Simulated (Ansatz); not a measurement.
## ZnO: pressure against volume per atom

Results calculated with Ansatz 0.2.0, not measured. Periodic Kohn-Sham DFT of a crystal at fixed atoms; pressure and stress are positive in compression; the energy is the free energy less that of spherical unpolarised free atoms; site moments are those in the method's own spheres, positive along +z.

Cell of the first row (space group P6_3mc, No. 186):
```
cell vectors (Å)
   3.1831     0.0000     0.0000
  -1.5915     2.7566     0.0000
   0.0000     0.0000     5.0976
atoms (fractions of the cell vectors)
Zn  0.33333  0.66667  0.00000
Zn  0.66667  0.33333  0.50000
O   0.33333  0.66667  0.38210
O   0.66667  0.33333  0.88210
```

Settings of every row: method all-electron PAW; functional LDA; relativity scalar; k mesh 8x8x5; filling fermi-dirac; smearing width 0.01 eV; nucleus gaussian.

Atom start moment: 0 on all atoms.

```
row  volume per atom (Å³)  pressure (GPa)
  1                11.182           2.236
  2                11.658           -4.29
  3                11.896               ?
  4                12.015          -8.291
  5                12.372         -11.658
```

Question: what pressure should row 3 give?

Worked fit of pressure. Take u = (V_r/V)^(2/3) − 1 with V_r = 11.837 Å³ an atom, which is twice the finite (Eulerian) strain; such expansions in the strain, on which the Birch-Murnaghan equation of state is built, carry the rest volume and the bulk modulus. The shown rows have u = 0.03868, 0.01021, -0.0099, -0.02904. Least squares give pressure = −6.3834 + 199.252 × u + 609.1 × u² GPa; a straight line predicts inner rows, each left out in turn, worse (root mean square 0.44 against 0.011 GPa). The rows lie off it by 0.001, -0.004, 0.005, -0.002 (root mean square 0.0034 GPa). The pressure vanishes at u = 0.0294, or V = 11.33 Å³ an atom, and there the bulk modulus at fixed shape and fractions is B = −V dP/dV = (2/3)(1 + u) dP/du = 161 GPa. Letting shape and atoms relax would as a rule lower it, by much in layered, chain or molecular crystals. The withheld row has u = -0.00331, so the fit gives −6.3834 + 199.252 × (-0.00331) + 609.1 × (-0.00331)² = -7.036 GPa.

The calculation gave -7.033 GPa. The fit lies 0.003 GPa (0.022 % of the column's range) below it; its largest miss of a shown row is 0.005 GPa.
